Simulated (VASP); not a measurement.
Write the native input for VASP 6.6.1 that does the following.

- Task: density of states
- Functional: PBE
- Potentials or basis: VASP PAW PBE potentials, release 64 (Eu, O)
- Cutoff: 520 eV
- k mesh: 10 × 10 × 10
- Occupations: gaussian, width 0.03 eV
- Spin: collinear spin, ferromagnetic start
- Starting moments: [7.0, 0.0] μB
- Hubbard terms: Eu f U = 6.0 eV
- k mesh for the DOS: 15 × 15 × 15
- Occupations for the DOS: tetrahedron
- Further INCAR settings: ALGO = Normal; EDIFF = 1e-06; NBANDS = 22; AMIX = 0.2; BMIX = 0.0001

The system is EuO.

```
Eu O
1.0
     0.00000    2.58428    2.58428
     2.58428    0.00000    2.58428
     2.58428    2.58428    0.00000
Eu O
1 1
Direct
  0.00000 0.00000 0.00000
  0.50000 0.50000 0.50000
```

The input as run:

POSCAR

```
EuO                                     
1.0
   -0.0000000000      2.5842831160      2.5842831160
    2.5842831160      0.0000000000      2.5842831160
    2.5842831160      2.5842831160     -0.0000000000
  Eu              O             
     1     1
Direct
     0.0000000000000000    0.0000000000000000    0.0000000000000000
     0.5000000000000000    0.5000000000000000    0.5000000000000000
```

INCAR.step1

```
SYSTEM = EuO
ALGO = Normal ; AMIX = 0.2
AMIX_MAG = 0.8 ; BMIX = 1E-4
BMIX_MAG = 1E-4 ; EDIFF = 1E-6
ENCUT = 520 ; GGA = PE
ISIF = 2 ; ISMEAR = 0
ISPIN = 2 ; LASPH = .TRUE.
LCHARG = .TRUE. ; LDAU = .TRUE.
LDAUJ = 0 0 ; LDAUL = 3 -1
LDAUPRINT = 1 ; LDAUTYPE = 2
LDAUU = 6 0 ; LMAXMIX = 6
LREAL = .FALSE. ; LWAVE = .FALSE.
MAGMOM = 7 0 ; NBANDS = 22
NELM = 150 ; PREC = Accurate
SIGMA = 0.03
```

KPOINTS.step1

```
k-points
0
G
  10 10 10
  0 0 0
```

INCAR.step2

```
SYSTEM = EuO
ALGO = Normal ; AMIX = 0.2
AMIX_MAG = 0.8 ; BMIX = 1E-4
BMIX_MAG = 1E-4 ; EDIFF = 1E-6
ENCUT = 520 ; GGA = PE
ICHARG = 11 ; ISIF = 2
ISMEAR = -5 ; ISPIN = 2
LASPH = .TRUE. ; LCHARG = .FALSE.
LDAU = .TRUE. ; LDAUJ = 0 0
LDAUL = 3 -1 ; LDAUPRINT = 1
LDAUTYPE = 2 ; LDAUU = 6 0
LMAXMIX = 6 ; LORBIT = 11
LREAL = .FALSE. ; LWAVE = .FALSE.
MAGMOM = 7 0 ; NBANDS = 22
NEDOS = 2001 ; NELM = 150
PREC = Accurate ; SIGMA = 0.03
```

KPOINTS.step2

```
k-points
0
G
  15 15 15
  0 0 0
```

Potentials or basis: VASP PAW PBE potentials, release 64 (Eu, O).

Run with:

```sh
$ cat potpaw_PBE.64/Eu/POTCAR potpaw_PBE.64/O/POTCAR > POTCAR
$ cp INCAR.step1 INCAR
$ cp KPOINTS.step1 KPOINTS
$ mpirun -np 1 vasp_std > vasp.out
$ cp INCAR.step2 INCAR
$ cp KPOINTS.step2 KPOINTS
$ mpirun -np 1 vasp_std > vasp.out
```

It gave:

- Net moment: 7.00 μB per cell
- Site moments: Eu +6.73; O -0.09 μB
- Valence electrons inside the program's atomic spheres: Eu 14.95; O 4.96

Caveat: spin-orbit coupling is left out, which moves the levels of the heavy elements; a cell with one magnetic atom can't hold antiferromagnetic order, which such compounds often take.

It took 2.5 min on 1 thread of Intel(R) Xeon(R) Platinum 8488C (Sapphire Rapids), with other jobs on the host, peak memory 0.28 GiB.
